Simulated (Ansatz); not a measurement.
HfC:

```
Hf C
1.0
     0.00000    2.32500    2.32500
     2.32500    0.00000    2.32500
     2.32500    2.32500    0.00000
Hf C
1 1
Direct
  0.50000 0.50000 0.50000
  0.00000 0.00000 0.00000
```

```yaml
Program: Ansatz 0.2.0
Task: relaxation of cell and atoms
Functional: LDA
Potentials_or_basis: Ansatz PAW
Cutoff: "420 eV (not typed: the program's choice for these potentials)"
k_mesh: 10 × 10 × 10
Occupations: fermi-dirac, width 0.05 eV
Spin: no spin polarisation
Hubbard_terms: Hf d U = 1 eV
```

At the start: volume 12.57 Å³/atom.

Question: How do energy, volume and symmetry change on relaxing?

Answer: It ends after 7 steps and the volume is 12.03 Å³/atom (-4.3 %); space group Fm-3m (No. 225, to 0.05 Å).

The path:
```csv
step,energy change (eV),largest force (eV/Å),volume (Å³)
1,0.0000,0.0000,25.14
2,-0.0164,0.0000,23.25
3,-0.0377,0.0000,24.11
4,-0.0379,0.0000,24.06
5,-0.0362,0.0000,24.06
6,-0.0363,0.0000,24.05
7,-0.0362,0.0000,24.05
```

Final structure:
```xyz
2
Lattice="0.0000 2.2912 2.2912 2.2912 0.0000 2.2912 2.2912 2.2912 0.0000" Properties=species:S:1:pos:R:3 pbc="T T T"
Hf    2.2912    2.2912    2.2912
C     0.0000    0.0000    0.0000
```

Caveat: the plane-wave basis is chosen anew once the cell has moved, so the energies of steps on either side of that aren't comparable; the pressure holds a Pulay correction of +0.3 GPa for the finite cutoff; U without spin polarisation on a metal has little footing; the PAW data sets come from PBE, with cores solved anew for the run's functional, which leaves a small shift of forces and pressure; the U is typed as a test and isn't derived for this compound.
